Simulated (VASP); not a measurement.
# LiF (Griceite) (Fm-3m) in VASP: notebook, part 2 of 2

VASP 6.6.1. Earlier steps stand in the parts before.

## (4) Band structure, r2SCAN

INCAR

```
  PREC = Accurate
  ENCUT = 520
  EDIFF = 1E-6
  ISMEAR = 0
  SIGMA = 0.03
  LREAL = F
  LASPH = T
  NELM = 80
  ALGO = Normal
  ISIF = 2
  LWAVE = F
  LCHARG = F
  METAGGA = R2SCAN
  LMIXTAU = T
```

KPOINTS

```
Automatic mesh
0
Gamma
  12 12 12
```

POSCAR

```
LiF                                     
1.0
    0.0000000000      1.9984797588      1.9984797588
    1.9984797588      0.0000000000      1.9984797588
    1.9984797588      1.9984797588      0.0000000000
  Li              F             
     1     1
Direct
     0.0000000000000000    0.0000000000000000    0.0000000000000000
     0.5000000000000000    0.5000000000000000    0.5000000000000000
```

KPOINTS_OPT is that of step 3.

Potentials or basis: VASP PAW PBE potentials, release 64 (Li_sv, F).

The run is started by

```sh
$ cat potpaw_PBE.64/Li_sv/POTCAR potpaw_PBE.64/F/POTCAR > POTCAR
$ mpirun -np 1 vasp_std > vasp.out
```

OUTCAR:

```text
PREC = Accurate
   ENCUT = 520
   EDIFF = 1E-6
   ISMEAR = 0
   LREAL = F
   LASPH = T
   NELM = 80
   ISIF = 2
   METAGGA = R2SCAN

 ion  position               nearest neighbor table
   1  0.000  0.000  0.000-   2 2.00   2 2.00   2 2.00   2 2.00   2 2.00   2 2.00
   2  0.500  0.500  0.500-   1 2.00   1 2.00   1 2.00   1 2.00   1 2.00   1 2.00

  LATTYP: Found a face centered cubic cell.
 ALAT       =     3.9969595176

  Lattice vectors:

[... 476 lines left out ...]

 [... further k-points ...]

------------------------ aborting loop because EDIFF is reached ----------------------------------------

  FORCE on cell =-STRESS in cart. coord.  units (eV):
  Direction    XX          YY          ZZ          XY          YZ          ZX
  --------------------------------------------------------------------------------------
  -------------------------------------------------------------------------------------
  Total       -0.1150249     -0.1150249     -0.1150249      0.0000000      0.0000000      0.0000000
  in kB      -11.5444466    -11.5444466    -11.5444466      0.0000000      0.0000000      0.0000000
  external PRESSURE =     -11.5444466 kB  Pullay stress =       0.0000000 kB

 VOLUME and BASIS-vectors are now :
 -----------------------------------------------------------------------------
  energy-cutoff  :      520.00
  volume of cell :       15.96
      direct lattice vectors                 reciprocal lattice vectors
     0.000000000  1.998479759  1.998479759    -0.250190175  0.250190175  0.250190175
     1.998479759  0.000000000  1.998479759     0.250190175 -0.250190175  0.250190175
     1.998479759  1.998479759  0.000000000     0.250190175  0.250190175 -0.250190175

 POSITION                                       TOTAL-FORCE (eV/Angst)
 -----------------------------------------------------------------------------------
      0.00000      0.00000      0.00000         0.000000      0.000000     -0.000000
      1.99848      1.99848      1.99848        -0.000000     -0.000000      0.000000
 -----------------------------------------------------------------------------------
    total drift:                               -0.000000     -0.000000      0.000000

  FREE ENERGIE OF THE ION-ELECTRON SYSTEM (eV)
  ---------------------------------------------------
  free  energy   TOTEN  =       -11.9028586648 eV

  energy  without entropy=      -11.9028586648  energy(sigma->0) =      -11.90285866
```

OSZICAR:

```text
N       E                     dE             d eps       ncg     rms          rms(c)
DAV:   1     0.286237653231E+02    0.28624E+02   -0.59390E+03  1384   0.116E+03
DAV:   2    -0.139025771621E+02   -0.42526E+02   -0.41082E+02  1419   0.218E+02
DAV:   3    -0.149663065144E+02   -0.10637E+01   -0.10625E+01  1809   0.321E+01
[... 27 lines left out ...]
DAV:   6    -0.105785381026E+05   -0.14688E-04     1946
DAV:   7    -0.105785381027E+05   -0.87170E-07     1821
       N       E                     dE             ncg
DAV:   1    -0.106806718551E+03   -0.36939E+05     1116
DAV:   2    -0.213680065952E+04   -0.20300E+04     1150
DAV:   3    -0.218657270171E+04   -0.49772E+02     1492
DAV:   4    -0.218722893945E+04   -0.65624E+00     1294
DAV:   5    -0.218725708057E+04   -0.28141E-01     1396
DAV:   6    -0.218725721157E+04   -0.13100E-03     1281
DAV:   7    -0.218725721231E+04   -0.73968E-06     1477
```

It took 60 s on 1 thread of Intel Xeon Platinum 8488C (Sapphire Rapids), shared host; peak memory 0.14 GiB.

What came out:

```yaml
Free_energy: -11.9029 eV
Band_gap_on_the_k_mesh: 10.50 eV, direct
Band_gap_along_the_path: 10.50 eV, direct
```

Levels at the corners of the path, in eV from the valence-band top:
```tsv
point	band 1	band 2	band 3	band 4	band 5	band 6	band 7	band 8	band 9
Γ	-42.02	-21.16	0.00	0.00	0.00	10.50	25.72	25.72	25.73
X	-41.94	-20.46	-3.10	-1.04	-1.04	16.29	17.56	19.42	22.22
X	-41.94	-20.46	-3.10	-1.04	-1.04	16.29	17.56	19.42	22.22
W	-41.94	-20.48	-2.15	-2.15	-0.82	16.45	16.45	19.12	21.40
W	-41.94	-20.48	-2.15	-2.15	-0.82	16.45	16.45	19.12	21.40
K	-41.94	-20.50	-2.58	-1.60	-0.77	15.81	16.35	20.40	21.56
K	-41.94	-20.50	-2.58	-1.60	-0.77	15.81	16.35	20.40	21.56
Γ	-42.02	-21.16	0.00	0.00	0.00	10.50	25.72	25.72	25.73
Γ	-42.02	-21.16	0.00	0.00	0.00	10.50	25.72	25.72	25.74
L	-41.96	-20.73	-2.56	-0.25	-0.25	11.96	18.43	20.63	20.63
L	-41.96	-20.73	-2.56	-0.25	-0.25	11.96	18.43	20.63	20.63
U	-41.94	-20.50	-2.58	-1.60	-0.77	15.81	16.35	20.40	21.56
U	-41.94	-20.50	-2.58	-1.60	-0.77	15.81	16.35	20.40	21.56
W	-41.94	-20.48	-2.15	-2.15	-0.82	16.45	16.45	19.12	21.40
W	-41.94	-20.48	-2.15	-2.15	-0.82	16.45	16.45	19.12	21.40
L	-41.96	-20.73	-2.56	-0.25	-0.25	11.96	18.43	20.63	20.63
L	-41.96	-20.73	-2.56	-0.25	-0.25	11.96	18.43	20.63	20.63
K	-41.94	-20.50	-2.58	-1.60	-0.77	15.81	16.35	20.40	21.56
U	-41.94	-20.50	-2.58	-1.60	-0.77	15.81	16.35	20.40	21.56
X	-41.94	-20.46	-3.10	-1.04	-1.04	16.29	17.56	19.42	22.22
```

Caveat: the cutoff is under 1.25 times the usual one of these potentials, so pressure, stress and relaxed cells hold a basis-set (Pulay) error; the PAW data sets were made with another functional, which shifts forces and pressure a little. r2SCAN opens gaps a little over a GGA but as a rule still falls short of measured ones.

## (5) Summary

| level | potentials or basis | gap on the mesh (eV) |
| --- | --- | --- |
| PBE | VASP PAW PBE potentials, release 64 (Li_sv, F) | 9.30 |
| LDA | VASP PAW LDA potentials, release 64 (Li_sv, F) | 9.05 |
| r2SCAN | VASP PAW PBE potentials, release 64 (Li_sv, F) | 10.50 |

Alike in all rows: task band structure; no spin polarisation; cell as given; k mesh 12 × 12 × 12; cutoff (eV) 520; smearing gaussian 0.03 eV.

Caveats: the cutoff is under 1.25 times the usual one of these potentials, so pressure, stress and relaxed cells hold a basis-set (Pulay) error; the PAW data sets were made with another functional, which shifts forces and pressure a little (some runs).

Absolute energies hang on the potentials; compare differences alone.
